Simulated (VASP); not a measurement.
# Os (Im-3m) in VASP: single point with PBEsol

Aim: the single point of Os with PBEsol.

Everything below comes from runs of VASP 6.6.1. Logs are shortened: lines on timing, memory, paths and dates and some standing lists are left out, and cuts for length are marked.

## 1. The structure

It takes space group Im-3m (No. 229, cubic). The conventional cell has a = 3.062 Å, b = 3.062 Å, c = 3.062 Å, α = 90.00°, β = 90.00°, γ = 90.00°. Os (site symmetry m-3m) is surrounded by 8 Os at 2.65 Å.

This isn't the form of Os at room conditions, which is hcp.

## 2. Single point, PBEsol

The input, INCAR:

```
PREC = Accurate ; ENCUT = 520
EDIFF = 1E-6 ; ISMEAR = 0
SIGMA = 0.1 ; LREAL = False
LASPH = True ; NELM = 100
ALGO = Normal ; ISIF = 2
LWAVE = False ; LCHARG = False
GGA = PS ; NBANDS = 10
```

The input, KPOINTS:

```
Automatic mesh
0
Gamma
  20 20 20
```

The input, POSCAR:

```
Os
1.0
   -1.5309459034      1.5309459034      1.5309459034
    1.5309459034     -1.5309459034      1.5309459034
    1.5309459034      1.5309459034     -1.5309459034
Os
1
Direct
    0.0000000000      0.0000000000      0.0000000000
```

Potentials or basis: VASP PAW PBE potentials, release 64 (Os).

Command:

```
> cat potpaw_PBE.64/Os/POTCAR > POTCAR
> mpirun -np 1 vasp_std > vasp.out
```

OUTCAR:

```text
PREC = Accurate
   ENCUT = 520
   EDIFF = 1E-6
   ISMEAR = 0
   LREAL = False
   LASPH = True
   NELM = 100
   ISIF = 2
   GGA = PS

 ion  position               nearest neighbor table
   1  0.000  0.000  0.000-

  LATTYP: Found a body centered cubic cell.
 ALAT       =     3.0618918068

  Lattice vectors:

 A1 = (  -1.5309459034,   1.5309459034,   1.5309459034)
 A2 = (   1.5309459034,  -1.5309459034,   1.5309459034)
 A3 = (   1.5309459034,   1.5309459034,  -1.5309459034)

Analysis of symmetry for initial positions (statically):
=====================================================================
 Subroutine PRICEL returns:
 Original cell was already a primitive cell.

 Routine SETGRP: Setting up the symmetry group for a
 body centered cubic supercell.

 Subroutine GETGRP returns: Found 48 space group operations
 (whereof 48 operations were pure point group operations)
 out of a pool of 48 trial point group operations.

The static configuration has the point symmetry O_h .

Analysis of symmetry for dynamics (positions and initial velocities):
=====================================================================
 Subroutine PRICEL returns:
 Original cell was already a primitive cell.

 Routine SETGRP: Setting up the symmetry group for a
 body centered cubic supercell.

 Subroutine GETGRP returns: Found 48 space group operations
 (whereof 48 operations were pure point group operations)
 out of a pool of 48 trial point group operations.

The dynamic configuration has the point symmetry O_h .

 Subroutine INISYM returns: Found 48 space group operations
 (whereof 48 operations are pure point group operations),
 and found     1 'primitive' translations

----------------------------------------------------------------------------------------

                                     Primitive cell

  volume of cell :      14.3529

  direct lattice vectors                    reciprocal lattice vectors
    -1.530945903  1.530945903  1.530945903     0.000000000  0.326595472  0.326595472
     1.530945903 -1.530945903  1.530945903     0.326595472  0.000000000  0.326595472
     1.530945903  1.530945903 -1.530945903     0.326595472  0.326595472  0.000000000

  length of vectors
     2.651676088  2.651676088  2.651676088     0.461875746  0.461875746  0.461875746

  position of ions in fractional coordinates (direct lattice)
     0.000000000  0.000000000  0.000000000

  ion indices of the primitive-cell ions
   primitive index   ion index
                 1           1

----------------------------------------------------------------------------------------

 KPOINTS: Automatic mesh

Automatic generation of k-mesh.
 Grid dimensions read from file:
 generate k-points for:   20   20   20

 Generating k-lattice:

  Cartesian coordinates                     Fractional coordinates (reciprocal lattice)
     0.000000000  0.016329774  0.016329774     0.050000000  0.000000000  0.000000000
     0.016329774  0.000000000  0.016329774     0.000000000  0.050000000  0.000000000
     0.016329774  0.016329774  0.000000000     0.000000000  0.000000000  0.050000000

  Length of vectors
     0.023093787  0.023093787  0.023093787

  Shift w.r.t. Gamma in fractional coordinates (k-lattice)
     0.000000000  0.000000000  0.000000000

 Subroutine IBZKPT returns following result:
 ===========================================

 Found    256 irreducible k-points:

 Following reciprocal coordinates:
            Coordinates               Weight
  0.000000  0.000000  0.000000      1.000000
  0.050000  0.000000  0.000000     12.000000
  0.100000  0.000000  0.000000     12.000000
  0.150000  0.000000  0.000000     12.000000
  0.200000  0.000000  0.000000     12.000000
  0.250000  0.000000  0.000000     12.000000
[... 16 lines left out ...]
  0.200000  0.100000  0.000000     48.000000
  0.250000  0.100000  0.000000     48.000000
 [... further k-points ...]
   k-points           NKPTS =    256   k-points in BZ     NKDIM =    256   number of bands    NBANDS=     10
   number of dos      NEDOS =    301   number of ions     NIONS =      1
   total plane-waves  NPLWV =   8000
   dimension x,y,z NGX =    20 NGY =   20 NGZ =   20
   dimension x,y,z NGXF=    40 NGYF=   40 NGZF=   40
   ions per type =               1
   NGX,Y,Z   is equivalent  to a cutoff of  12.54, 12.54, 12.54 a.u.
   NGXF,Y,Z  is equivalent  to a cutoff of  25.08, 25.08, 25.08 a.u.
 SYSTEM =  unknown system
   PREC   = accura    normal or accurate (medium, high low for compatibility)
   ISTART =      0    job   : 0-new  1-cont  2-samecut
   ICHARG =      2    charge: 1-file 2-atom 10-const
   ISPIN  =      1    spin polarized calculation?
   LNONCOLLINEAR =      F non collinear calculations
   LSORBIT =      F    spin-orbit coupling
   LASPH  =      T    aspherical Exc in radial PAW
   ENCUT  =  520.0 eV  38.22 Ry    6.18 a.u.   4.93  4.93  4.93*2*pi/ulx,y,z
   NELM   =    100;   NELMIN=  2; NELMDL= -5     # of ELM steps
   EDIFF  = 0.1E-05   stopping-criterion for ELM
   LREAL  =      F    real-space projection
   EDIFFG = 0.1E-04   stopping-criterion for IOM
   NSW    =      0    number of steps for IOM
   IBRION =     -1    ionic relax: 0-MD 1-quasi-New 2-CG
   NFREE  =      0    steps in history (QN), initial steepest desc. (CG)
   ISIF   =      2    stress and relaxation
   ISYM   =      2    0-nonsym 1-usesym 2-fastsym
   POTIM  = 0.5000    time-step for ionic-motion
   TEBEG  =    0.0;   TEEND  =   0.0 temperature during run
   PSTRESS=    0.0 pullay stress
   NELECT =       8.0000    total number of electrons
   NUPDOWN=      -1.0000    fix difference up-down
   EMIN   =  10.00;   EMAX   =-10.00  energy-range for DOS
   EFERMI =   0.00;   METHOD = LEGACY
   ISMEAR =     0;   SIGMA  =   0.10  broadening in eV -4-tet -1-fermi 0-gaus
   EFERMI_NEDOS =   21; number of points for ismear=-14 and -15
   IALGO  =     38    algorithm
   IMIX   =      4    mixing-type and parameters
     AMIX     =   0.40;   BMIX     =  1.00
     AMIX_MAG =   1.60;   BMIX_MAG =  1.00
  volume/ion in A,a.u.               =      14.35        96.86
  Fermi-wavevector in a.u.,A,eV,Ry     =   1.347281  2.545993 24.696849  1.815167
  Thomas-Fermi vector in A             =   2.475045
   LORBIT       =      0    0 simple, 1 ext, 2 COOP (PROOUT), +10 PAW based schemes
   GGA     = PS    functional components
   LHFCALC =     F    Hartree Fock is set to
   AEXX    =    0.0000 exact exchange contribution
   IVDW    =     0    specifies the selected vdW correction
   LEPSILON=     F    determine dielectric tensor
   LRPA    =     F    only Hartree local field effects (RPA)
 non-spin polarized calculation
 Gauss-broadening in eV      SIGMA  =   0.10
  energy-cutoff  :      520.00
  volume of cell :       14.35
 maximum number of plane-waves:       402
   NGX =  9   NGY =  9   NGZ =  9

 number of electron       8.0000001 magnetization

 Free energy of the ion-electron system (eV)
  ---------------------------------------------------
  ext. energy  EPLUGINS =         0.00000000
  ---------------------------------------------------
  free energy    TOTEN  =       -11.31932107 eV

  energy without entropy =      -11.31195691  energy(sigma->0) =      -11.31563899

 E-fermi :   9.1782     XC(G=0): -13.9955

 val. band max:        9.1764844424   @ k =   0.3000   0.2000   0.0500
 cond. band min:       9.1844365910   @ k =   0.1000   0.0500   0.0000
 fundamental gap:      0.0079521485
 Fermi energy:         9.1781947396

 k-point     1 :       0.0000    0.0000    0.0000
  band No.  band energies     occupation
      1      -1.8375      2.00000
      2       5.8129      2.00000
      3       5.8129      2.00000
      4       5.8129      2.00000
      5       9.1208      1.58334
      6       9.1208      1.58333
      7      25.4432      0.00000
      8      25.4432      0.00000
      9      25.4432      0.00000
     10      37.4466      0.00000

 k-point     2 :       0.0500    0.0000    0.0000
  band No.  band energies     occupation
      1      -1.7162      2.00000
      2       5.7499      2.00000
      3       5.8065      2.00000
      4       5.9259      2.00000
      5       9.0279      1.96644
      6       9.1244      1.55295
      7      25.5307      0.00000
      8      25.6425      0.00000
      9      25.6707      0.00000
     10      36.0528      0.00000

 k-point     3 :       0.1000    0.0000    0.0000
  band No.  band energies     occupation
      1      -1.3623      2.00000
      2       5.5717      2.00000
      3       5.7746      2.00000
      4       6.2614      2.00000
      5       8.8052      2.00000
      6       9.1381      1.42909
      7      25.7429      0.00000
      8      26.2279      0.00000
      9      26.2475      0.00000
     10      34.2057      0.00000

 k-point     4 :       0.1500    0.0000    0.0000
  band No.  band energies     occupation
      1      -0.8086      2.00000
      2       5.3062      2.00000
      3       5.6931      2.00000
      4       6.8087      2.00000
      5       8.5847      2.00000
      6       9.1686      1.10824
      7      25.9012      0.00000
      8      26.8133      0.00000
      9      27.1657      0.00000
     10      32.8116      0.00000

 k-point     5 :       0.2000    0.0000    0.0000
  band No.  band energies     occupation
      1      -0.1220      2.00000
      2       4.9903      2.00000
      3       5.5777      2.00000
      4       7.5488      2.00000
      5       8.4868      2.00000
      6       9.2233      0.52316
      7      25.6975      0.00000
      8      26.6834      0.00000
      9      28.4082      0.00000
     10      32.2527      0.00000

 k-point     6 :       0.2500    0.0000    0.0000
  band No.  band energies     occupation
      1       0.5761      2.00000
      2       4.6614      2.00000
      3       5.5500      2.00000
      4       8.4515      2.00000
      5       8.5444      2.00000
      6       9.3067      0.06927
      7      24.9948      0.00000
      8      25.4834      0.00000
      9      29.8991      0.00000
     10      32.6853      0.00000
[... 183 lines left out ...]
 k-point    21 :       0.1000    0.1000    0.0000
  band No.  band energies     occupation
      1      -0.4866      2.00000
      2       5.2899      2.00000
      3       5.4364      2.00000
      4       7.2228      2.00000
      5       8.3960      2.00000
      6       9.2826      0.13998
      7      26.2955      0.00000
      8      26.8169      0.00000
      9      27.3192      0.00000
     10      31.8707      0.00000

 k-point    22 :       0.1500    0.1000    0.0000
  band No.  band energies     occupation
      1       0.1876      2.00000
      2       5.0180      2.00000
      3       5.2551      2.00000
      4       8.0120      2.00000
      5       8.2754      2.00000
      6       9.3998      0.00173
      7      26.0795      0.00000
      8      26.5362      0.00000
      9      28.0292      0.00000
     10      31.6113      0.00000

 k-point    23 :       0.2000    0.1000    0.0000
  band No.  band energies     occupation
      1       0.8903      2.00000
      2       4.7006      2.00000
      3       5.1806      2.00000
      4       8.2939      2.00000
      5       8.9782      1.99533
      6       9.5211      0.00000
      7      24.8755      0.00000
      8      25.8382      0.00000
      9      29.0599      0.00000
     10      30.6918      0.00000

 k-point    24 :       0.2500    0.1000    0.0000
  band No.  band energies     occupation
      1       1.4446      2.00000
      2       4.4018      2.00000
      3       5.3640      2.00000
      4       8.4625      2.00000
      5       9.6088      0.00000
      6      10.0759      0.00000
      7      23.2981      0.00000
      8      24.7000      0.00000
      9      29.3105      0.00000
     10      30.5250      0.00000

 [... further k-points ...]

------------------------ aborting loop because EDIFF is reached ----------------------------------------

  FORCE on cell =-STRESS in cart. coord.  units (eV):
  Direction    XX          YY          ZZ          XY          YZ          ZX
  --------------------------------------------------------------------------------------
  -------------------------------------------------------------------------------------
  Total        0.0554210      0.0554210      0.0554210     -0.0000000     -0.0000000     -0.0000000
  in kB        6.1865053      6.1865053      6.1865053     -0.0000000     -0.0000000     -0.0000000
  external PRESSURE =       6.1865053 kB  Pullay stress =       0.0000000 kB

 VOLUME and BASIS-vectors are now :
 -----------------------------------------------------------------------------
  energy-cutoff  :      520.00
  volume of cell :       14.35
      direct lattice vectors                 reciprocal lattice vectors
    -1.530945903  1.530945903  1.530945903     0.000000000  0.326595472  0.326595472
     1.530945903 -1.530945903  1.530945903     0.326595472  0.000000000  0.326595472
     1.530945903  1.530945903 -1.530945903     0.326595472  0.326595472  0.000000000

 POSITION                                       TOTAL-FORCE (eV/Angst)
 -----------------------------------------------------------------------------------
      0.00000      0.00000      0.00000         0.000000      0.000000      0.000000
 -----------------------------------------------------------------------------------
    total drift:                                0.000000     -0.000000     -0.000000

  FREE ENERGIE OF THE ION-ELECTRON SYSTEM (eV)
  ---------------------------------------------------
  free  energy   TOTEN  =       -11.3193210733 eV

  energy  without entropy=      -11.3119569086  energy(sigma->0) =      -11.31563899
```

Run time: 21 s. Hardware: 1 thread of AMD EPYC 7R13 (Zen 3), shared host; peak memory 0.13 GiB.

What came out:

```yaml
Free_energy: -11.3193 eV
Pressure: 0.6 GPa
Band_gap_on_the_k_mesh: none (metal or under the smearing width)
```

Levels at points of the mesh, in eV from the Fermi level:
```csv
k point,band 1,band 2,band 3,band 4,band 5,band 6,band 7,band 8,band 9
"(0.00, 0.00, 0.00)",-11.02,-3.37,-3.37,-3.37,-0.06,-0.06,16.27,16.27,16.27
"(0.50, 0.00, 0.00)",-7.82,-5.46,-0.22,-0.19,0.60,3.34,9.10,12.49,17.17
"(0.50, 0.50, 0.50)",-7.42,-7.42,2.49,2.49,2.49,7.93,7.93,7.93,15.50
```

Caveat: the PAW data sets were made with another functional, which shifts forces and pressure a little.
